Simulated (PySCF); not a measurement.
Molecule: SMILES c1ccncc1, C₅H₅N.

Atom-mapped SMILES (the numbers label the heavy atoms): `[cH:1]1[cH:2][cH:3][n:4][cH:5][cH:6]1`. Hydrogens are named by the atom that carries them.

Spin–spin couplings on one PBE0-D3(BJ)/def2-SVP geometry, PySCF 2.14.0 with density-fitted response routines, gas phase, non-relativistic, equivalent pairs averaged (spin–dipole term only in couplings to heteroatoms); isotopes ¹³C, ¹H; functional B3LYP.

Reference values (Hz): ³J(C3,H(C5)) = 10.9 (measured; liquid or solution; F. J. Weigert, PhD thesis, Caltech 1968 (Carbon-13 magnetic resonance spectroscopy)); ¹J(C2,H(C2)) = 162.5 (measured; liquid or solution; F. J. Weigert, PhD thesis, Caltech 1968 (Carbon-13 magnetic resonance spectroscopy)); ³J(C2,H(C6)) = 6.4 (measured; liquid or solution; F. J. Weigert, PhD thesis, Caltech 1968 (Carbon-13 magnetic resonance spectroscopy)); ³J(C3,C6) = 13.9 (measured; liquid or solution; F. J. Weigert, PhD thesis, Caltech 1968 (Carbon-13 magnetic resonance spectroscopy)).

Problem. How do the couplings (Hz) change with the basis set? Times are CPU seconds on shared hosts with different chips, so compare them loosely. Far from the basis limit: 6-31G-J, pcJ-0, 6-31G*, def2-TZVP, cc-pVTZ.

Solution. 
| basis set | functions | ³J(C3,H(C5)) | ¹J(C2,H(C2)) | ³J(C2,H(C6)) | ³J(C3,C6) | mean abs. error | core-s |
| --- | --- | --- | --- | --- | --- | --- | --- |
| 6-31G-J | 92 | 13.0 | 176.7 | 7.0 | 13.7 | 4.3 | 7.3 |
| pcJ-0 | 93 | 11.1 | 154.4 | 6.5 | 9.7 | 3.2 | 6.4 |
| 6-31G* | 94 | 10.3 | 160.6 | 5.3 | 12.2 | 1.3 | 7.2 |
| pcJ-1 | 212 | 12.2 | 170.0 | 6.8 | 13.2 | 2.5 | 23 |
| def2-TZVP | 216 | 11.5 | 161.8 | 6.4 | 13.7 | 0.4 | 24 |
| cc-pVTZ | 250 | 10.6 | 153.5 | 5.9 | 9.1 | 3.7 | 28 |

Errors compare magnitudes, without vibrational corrections, and the largest couplings weigh most in the mean. Closest: def2-TZVP; furthest: 6-31G-J.

The Fermi-contact term samples the wavefunction at the nucleus, which is why sets with added tight s functions (names with J) are made for couplings. Agreement of an ordinary basis with the reference is then largely a cancellation of errors.
